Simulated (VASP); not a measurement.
## ZnSe (Stilleite): optical spectrum

Aim: the dielectric function of ZnSe (Stilleite) for independent particles, and its static limit with local fields. The cell is of the zinc-blende type, one of the forms listed for this formula. The start is a cell from a database of measured crystal structures.

Program: VASP 6.6.1. Level of theory: PBE; plane waves and PAW (Se, Zn), in the first sound run; inputs show where later runs differ. Results are calculated unless marked as measured.

This is a report of a sequence of runs, with most program output left out.

### 1. The structure

Symmetry: F-43m, No. 216, cubic system. Conventional cell: a = 5.668 Å, b = 5.668 Å, c = 5.668 Å, α = 90.00°, β = 90.00°, γ = 90.00°. Nearest to Se lie 4 Zn at 2.45 Å. Zn has 4 Se at 2.45 Å nearest. Farther neighbours and most contacts between anions are not listed.

Structure file:

```xyz
2
Lattice="0.0000 2.8338 2.8338 2.8338 0.0000 2.8338 2.8338 2.8338 0.0000" Properties=species:S:1:pos:R:3 pbc="T T T"
Se    4.2507    4.2507    4.2507
Zn    0.0000    0.0000    0.0000
```

### 2. Ground state

The ground state comes first.

Input file INCAR:

```
SYSTEM = ZnSe
PREC = Accurate
ENCUT = 400
EDIFF = 1E-07
NELM = 100
ISMEAR = 0
SIGMA = 0.05
LREAL = .FALSE.
ALGO = Normal
GGA = PE
NBANDS = 15
LORBIT = 11
LWAVE = .FALSE.
LCHARG = .FALSE.
KPAR = 4
```

Input file POSCAR:

```
ZnSe
1.0
    0.0000000000      2.8338000000      2.8338000000
    2.8338000000      0.0000000000      2.8338000000
    2.8338000000      2.8338000000      0.0000000000
Se Zn
1 1
Direct
    0.7500000000      0.7500000000      0.7500000000
    0.0000000000      0.0000000000      0.0000000000
```

Input file KPOINTS:

```
Automatic mesh
0
Gamma
7 7 7
0 0 0
```

Potentials, in the order of the species: Se and Zn (PBE family, release 64).

Launch:

```console
$ mpirun -np 4 vasp_std
```

It took 2.4 s on 4 MPI ranks of Intel Xeon 6975P-C (Granite Rapids), shared host; peak memory 0.58 GiB; 7.5 s of CPU time.

The gap is read on the k-mesh alone, so it is an upper bound where the band edges lie off the mesh.

This step gave:

| Item | Value |
| --- | --- |
| free energy (TOTEN) | -6.016 eV |
| Fermi energy | 1.830 eV |
| pressure | 2.137 GPa |
| gap on the k-mesh | 1.288 eV |
| least direct gap on the k-mesh | 1.288 eV |

The cell has a gap of 1.29 eV on this mesh and a pressure of +2.1 GPa, which holds the misfit of the given cell and coordinates with this functional, and any error of cutoff, mesh and data sets. Spin-orbit coupling is left out, which can shift or reorder these edges.

### 3. Spectrum

LOPTICS sums the direct transitions; the mesh is finer and NBANDS larger than for the ground state.

Changes to INCAR since step 2:

```diff
@@ -10,4 +10,3 @@
 GGA = PE
-NBANDS = 15
-LORBIT = 11
+NBANDS = 32
 LWAVE = .FALSE.
@@ -15 +14,4 @@
 KPAR = 4
+LOPTICS = .TRUE.
+NEDOS = 2000
+CSHIFT = 0.15
```

POSCAR is that of step 2.

Input file KPOINTS:

```
Automatic mesh
0
Gamma
11 11 11
0 0 0
```

Launch:

```console
$ mpirun -np 4 vasp_std
```

Elapsed: 7.8 s, on 4 MPI ranks; peak memory 0.86 GiB.

These are independent-particle spectra without excitons or local fields, and fine structure depends on the mesh and on CSHIFT.

This step gave:

```
free energy (TOTEN)            : -6.018 eV
Fermi energy                   : 1.810 eV
pressure                       : 2.129 GPa
gap on the k-mesh              : 1.289 eV
least direct gap on the k-mesh : 1.289 eV
```

The imaginary dielectric function, xx has structure finer than the step of the table below, so its rows give means over 1 eV, whole bins alone (the curve runs from 0 to 25.0 eV). Peaks (eV: height): 3.4: 7.20, 4.0: 8.45, 5.4: 14.0, 7.0: 8.61.

Absorption under the direct gap is the tail of the CSHIFT broadening, and fine structure depends on the mesh. The imaginary dielectric function, xx by photon energy; means over each step:

| photon energy (eV) | imaginary dielectric function, xx |
| --- | --- |
| 1 | 0.526 |
| 2 | 1.42 |
| 3 | 3.87 |
| 4 | 6.42 |
| 5 | 9.69 |
| 6 | 10.1 |
| 7 | 7.19 |
| 8 | 5.13 |
| 9 | 2.90 |
| 10 | 2.23 |
| 11 | 1.51 |
| 12 | 1.24 |
| 13 | 0.880 |
| 14 | 0.660 |
| 15 | 0.507 |
| 16 | 0.535 |
| 17 | 0.419 |
| 18 | 0.385 |
| 19 | 0.369 |
| 20 | 0.350 |
| 21 | 0.315 |
| 22 | 0.248 |
| 23 | 0.212 |
| 24 | 0.196 |

Real dielectric function, xx against photon energy:

| photon energy (eV) | real dielectric function, xx |
| --- | --- |
| 0.0 | 7.70 |
| 0.5 | 7.83 |
| 1.0 | 8.35 |
| 1.5 | 8.02 |
| 2.0 | 9.16 |
| 2.5 | 9.29 |
| 3.0 | 10.1 |
| 3.5 | 7.70 |
| 4.0 | 7.76 |
| 4.5 | 7.85 |
| 5.0 | 8.02 |
| 5.5 | 3.49 |
| 6.0 | -1.83 |
| 6.5 | -0.461 |
| 7.0 | 0.115 |
| 7.5 | -2.11 |
| 8.0 | -2.94 |
| 8.5 | -2.77 |
| 9.0 | -2.34 |
| 9.5 | -1.77 |
| 10.0 | -1.28 |
| 10.5 | -1.54 |
| 11.0 | -1.24 |
| 11.5 | -0.938 |
| 12.0 | -1.06 |
| 12.5 | -0.822 |
| 13.0 | -0.598 |
| 13.5 | -0.534 |
| 14.0 | -0.485 |
| 14.5 | -0.289 |
| 15.0 | -0.198 |
| 15.5 | -0.0228 |
| 16.0 | -0.0262 |
| 16.5 | -0.0128 |
| 17.0 | 0.105 |
| 17.5 | 0.142 |
| 18.0 | 0.149 |
| 18.5 | 0.233 |
| 19.0 | 0.290 |
| 19.5 | 0.273 |
| 20.0 | 0.335 |
| 20.5 | 0.330 |
| 21.0 | 0.291 |
| 21.5 | 0.353 |
| 22.0 | 0.372 |
| 22.5 | 0.400 |
| 23.0 | 0.435 |
| 23.5 | 0.463 |
| 24.0 | 0.451 |
| 24.5 | 0.498 |

### 4. Static response with local fields

Perturbation theory (LEPSILON) gives the dielectric tensor with local fields, and the Born charges.

Input file INCAR:

```
SYSTEM = ZnSe
PREC = Accurate
ENCUT = 400
EDIFF = 1E-08
NELM = 100
ISMEAR = 0
SIGMA = 0.01
LREAL = .FALSE.
ALGO = Normal
GGA = PE
NBANDS = 15
LWAVE = .FALSE.
LCHARG = .FALSE.
KPAR = 4
LEPSILON = .TRUE.
```

POSCAR is that of step 3.

KPOINTS is that of step 3.

Launch:

```console
$ mpirun -np 4 vasp_std
```

It took 68 s on 4 MPI ranks; peak memory 1.5 GiB.

Energies printed during the response cycles are not total energies of the cell. The dielectric response converges more slowly with the mesh than energies do, so tensor and charges may still move on a finer one.

This step gave:

| Property | Result |
| --- | --- |
| Fermi energy | 1.708 eV |

Electronic dielectric tensor with local fields:

```
7.35 0.00 0.00
0.00 7.35 0.00
0.00 0.00 7.35
```

Born effective charge (e), principal values of the symmetric part by kind of site:

| atom | atoms with these values | low | middle | high | mean |
| --- | --- | --- | --- | --- | --- |
| Se1 | 1 | -2.05 | -2.05 | -2.05 | -2.05 |
| Zn2 | 1 | 2.05 | 2.05 | 2.05 | 2.05 |

In full for Zn2:

```
2.05 0.00 0.00
0.00 2.05 0.00
0.00 0.00 2.05
```

Piezoelectric tensor with clamped ions (C/m²), by row:

| field | xx | yy | zz | xy | yz | zx |
| --- | --- | --- | --- | --- | --- | --- |
| x | 0 | 0 | 0 | 0 | 0.6983 | 0 |
| y | 0 | 0 | 0 | 0 | 0 | 0.6983 |
| z | 0 | 0 | 0 | 0.6983 | 0 | 0 |

The mean electronic (clamped-ion) dielectric constant is 7.35. No finer mesh was run, so at a direct gap of this size the value isn't shown to be converged.

### 5. Spectrum at r2SCAN

This step: r2SCAN; plane waves and PAW (Se, Zn) (VASP 6.6.1).

The spectrum is made again with r2SCAN.

Input file INCAR:

```
SYSTEM = ZnSe
PREC = Accurate
ENCUT = 400
EDIFF = 1E-07
NELM = 100
ISMEAR = 0
SIGMA = 0.05
LREAL = .FALSE.
ALGO = Normal
METAGGA = R2SCAN
LASPH = .TRUE.
NBANDS = 32
LWAVE = .FALSE.
LCHARG = .FALSE.
KPAR = 4
LOPTICS = .TRUE.
NEDOS = 2000
CSHIFT = 0.15
```

POSCAR is that of step 4.

KPOINTS is that of step 4.

Launch:

```console
$ mpirun -np 4 vasp_std
```

Wall time 37 s (4 MPI ranks); peak memory 0.87 GiB.

The PAW data sets were made with PBE, which is usual practice but a small mismatch for other functionals.

Numbers from this step:

- free energy (TOTEN): -24.90 eV
- Fermi energy: 1.494 eV
- pressure: -0.3190 GPa
- gap on the k-mesh: 1.866 eV
- least direct gap on the k-mesh: 1.866 eV

The imaginary dielectric function, xx has structure finer than the step of the table below, so its rows give means over 1 eV, whole bins alone (the curve runs from 0 to 25.0 eV). Peaks (eV: height): 3.9: 6.07, 4.5: 7.59, 5.8: 12.9, 7.5: 8.25.

Absorption under the direct gap is the tail of the CSHIFT broadening, and fine structure depends on the mesh. Imaginary dielectric function, xx against photon energy; means over each step:

photon energy (eV), imaginary dielectric function, xx and a bar:
```
        1        0.1 
        2        0.6 #
        3        1.8 ####
        4        4.9 ############
        5        6.7 #################
        6       11.6 ##############################
        7        6.7 #################
        8        6.6 #################
        9        3.7 #########
       10        2.4 ######
       11        2.0 #####
       12        1.4 ###
       13        1.1 ##
       14        0.8 ##
       15        0.6 #
       16        0.5 #
       17        0.5 #
       18        0.4 #
       19        0.4 #
       20        0.4 #
       21        0.3 #
       22        0.3 #
       23        0.2 
       24        0.2
```

The real dielectric function, xx by photon energy:

| photon energy (eV) | real dielectric function, xx |
| --- | --- |
| 0 | 6.50 |
| 1 | 6.75 |
| 2 | 7.27 |
| 3 | 8.43 |
| 4 | 7.47 |
| 5 | 7.79 |
| 6 | 3.41 |
| 7 | 0.112 |
| 8 | -2.05 |
| 9 | -2.79 |
| 10 | -1.53 |
| 11 | -1.51 |
| 12 | -0.881 |
| 13 | -0.836 |
| 14 | -0.537 |
| 15 | -0.320 |
| 16 | -0.0222 |
| 17 | -0.0391 |
| 18 | 0.168 |
| 19 | 0.204 |
| 20 | 0.283 |
| 21 | 0.344 |
| 22 | 0.317 |
| 23 | 0.390 |
| 24 | 0.454 |

### 6. Results

```json
{
 "PBE, independent particles": "eps xx at zero frequency 7.70, centre of weight of eps2 xx, over the range kept, at 7.14 eV, mesh 11×11×11",
 "r2SCAN, independent particles": "eps xx at zero frequency 6.50, centre of weight of eps2 xx, over the range kept, at 7.80 eV, mesh 11×11×11",
 "PBE, with local fields": "eps 7.35, 7.35, 7.35"
}
```

Local fields, and the bands above those summed, take the mean static value from 7.70 to 7.35. Excitons and quasiparticle shifts are absent, so the onset can't be set against measurement and its shape can differ. Spin-orbit coupling is left out; with Se and Zn in the cell it can split or shift band edges, by an amount that depends on which atoms form them and isn't tested here.

[Lines on the potential files, build, host, timing and source positions are cut from VASP's logs without a mark.]

[Logs are printed without paths, hosts, clocks, repeated set-up lines and the standing remarks that a program may print on its own settings, such as how far it seeks lower states.]

[Hosts, paths, dates, database ids (printed as entryN), source tags and the programs' standing remarks are cut or masked in the printed files.]
